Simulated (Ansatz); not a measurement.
**Response of BaTiO₃ to small distortions**

```xyz
5
Lattice="3.9998 0.0000 0.0000 0.0000 3.9998 0.0000 0.0000 0.0000 4.0180" Properties=species:S:1:pos:R:3 pbc="T T T"
Ba    0.0000    0.0000    0.0000
Ti    1.9999    1.9999    1.9367
O     1.9999    1.9999    0.0643
O     1.9999    0.0000    2.0693
O     0.0000    1.9999    2.0693
```

Atom numbers follow the list: Ba1, Ti2, O3, O4, O5.

The cell comes from COD entry 2100858, which wasn't checked; take it as a given geometry.

No spin–orbit coupling, which matters for the heavy atoms here.

Computed with DFT, PBEsol, all-electron PAW with datasets made for the crystal, scalar-relativistic in Ansatz 0.2.0.

Sampling and basis: a Γ-centred 7×7×7 k mesh, Fermi–Dirac smearing of 0.08 eV, cutoff 580 eV (chosen by the program for this cell), no spin polarisation.

The unchanged cell is at -3.60 GPa.

x, y and z are the Cartesian axes of the cell as listed; fractional coordinates follow a strain, and an engineering shear is twice the off-diagonal strain component.

(1) One change gave: energy change +6 meV/atom; stress change (xx, yy, zz, yz, xz, xy) 0.11, 0.11, 0.11, 2.34, 2.34, 2.43 GPa, compression positive; change of the force on Ti2 (0.047, 0.047, -0.006) eV/Å. Which change was it?
A. equal xy, yz and zx engineering shear strains of +3 %
B. equal xy, yz and zx engineering shear strains of +1 %
C. equal xy, yz and zx engineering shear strains of -2 %

## Answers

(1) C. For equal xy, yz and zx engineering shear strains of +1 %: energy change +1 meV/atom; stress change (xx, yy, zz, yz, xz, xy) 0.03, 0.03, 0.03, -1.15, -1.15, -1.20 GPa, compression positive; change of the force on Ti2 (-0.024, -0.024, -0.001) eV/Å. For equal xy, yz and zx engineering shear strains of +3 %: energy change +12 meV/atom; stress change (xx, yy, zz, yz, xz, xy) 0.25, 0.25, 0.24, -3.43, -3.43, -3.56 GPa, compression positive; change of the force on Ti2 (-0.071, -0.071, -0.013) eV/Å; gap on the k mesh 1.89 → 1.82 eV.
